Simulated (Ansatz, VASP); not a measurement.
# Pt: VASP beside Ansatz

The input INCAR:

```
ALGO = Fast
EDIFF = 1E-6
ENCUT = 520
GGA = PE
ISIF = 2
ISMEAR = -1
LASPH = T
LCHARG = F
LREAL = F
LWAVE = F
NBANDS = 11
NELM = 100
PREC = Accurate
SIGMA = 0.05
```

Contents of KPOINTS:

```
k-points
0
Gamma
  9 9 9
```

File POSCAR:

```
Pt
1.0
    0.0000000000      1.9609000000      1.9609000000
    1.9609000000      0.0000000000      1.9609000000
    1.9609000000      1.9609000000      0.0000000000
Pt
1
Direct
    0.0000000000      0.0000000000      0.0000000000
```

input.yaml

```yaml
crystal:
  lattice:
    - [0.0, 1.9609, 1.9609]
    - [1.9609, 0.0, 1.9609]
    - [1.9609, 1.9609, 0.0]
  atoms:
    - { symbol: Pt, position: [0.0, 0.0, 0.0] }
kpoints:
  mp_grid: { grid: [9, 9, 9] }
  band_path:
    path:
      - [0.0, 0.0, 0.0]
      - [0.5, 0.0, 0.5]
      - [0.5, 0.25, 0.75]
      - [0.375, 0.375, 0.75]
      - [0.0, 0.0, 0.0]
      - [0.5, 0.5, 0.5]
      - [0.625, 0.25, 0.625]
      - [0.5, 0.25, 0.75]
    npoints: 12
scf:
  occupations: { method: fermi_dirac, width: 0.05 }
hamiltonian:
  xc: pbe
  pseudopotentials: { kind: all_electron, lapw: { basis_error: 0.001 } }
output:
  forces: true
  stress: true
  eigenvalues: true
```

Alike in both runs: functional PBE; k mesh 9 × 9 × 9; occupations fermi-dirac, width 0.05 eV; no spin polarisation.

|  | VASP | Ansatz |
| --- | --- | --- |
| version | VASP 6.6.1 | Ansatz 0.2.0 |
| potentials or method | VASP PAW PBE potentials, release 64 (Pt) | all-electron LAPW, scalar-relativistic |
| plane-wave cutoff (eV) | 520 | see its input |
| task | single point | band structure |

Ansatz gave:

| Item | Value |
| --- | --- |
| gap on the k mesh at the Fermi level (eV) | none |
| pressure (GPa) | 9.6 |

Q: Which values does VASP return?

A: gap on the k mesh at the Fermi level (eV): none; pressure (GPa): 9.1.

A gap of «none» marks a metal or a gap that the smearing closes. Ansatz ran all-electron here, so the differences hold the error of VASP's frozen core and of both bases.

Caveats: the k mesh is thin for a metal, which can move the energy by tens of meV per atom (Ansatz); spin-orbit coupling is left out, which moves the levels of the heavy elements (Ansatz). Spin-orbit coupling is left out, which matters for the levels of Pt.
